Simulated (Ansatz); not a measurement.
Here is an Ansatz 0.2.0 calculation.

File input.yaml:

```yaml
crystal:
  lattice:
    - [0.0, 3.2319988239, 3.2319988239]
    - [3.2319988239, 0.0, 3.2319988239]
    - [3.2319988239, 3.2319988239, 0.0]
  atoms:
    - { symbol: Te, position: [0.25, 0.25, 0.25] }
    - { symbol: Mg, position: [0.0, 0.0, 0.0] }
hamiltonian:
  xc: pbe
  pseudopotentials: { kind: paw }
kpoints:
  mp_grid: { grid: [7, 7, 7] }
scf:
  occupations: { method: gaussian, width: 0.021 }
output:
  forces: true
  stress: true
  eigenvalues: true
```

Potentials or basis: Ansatz PAW.

Command:

```bash
$ ansatz run input.yaml --threads 2 --pin off --max-ram 5632MiB --backend cpu --events-out ev --progress --plain --runs-dir out
```

(1) What does it give for the band gap on the k mesh?

(2) Estimate the pressure.

Answers

(1) 2.42 eV, direct.

(2) 0.7 GPa.

Caveat: odd divisions of the mesh miss points on the zone boundary, where band edges often lie, so the gap on the mesh can be too wide; spin-orbit coupling is left out, which moves the levels of the heavy elements.
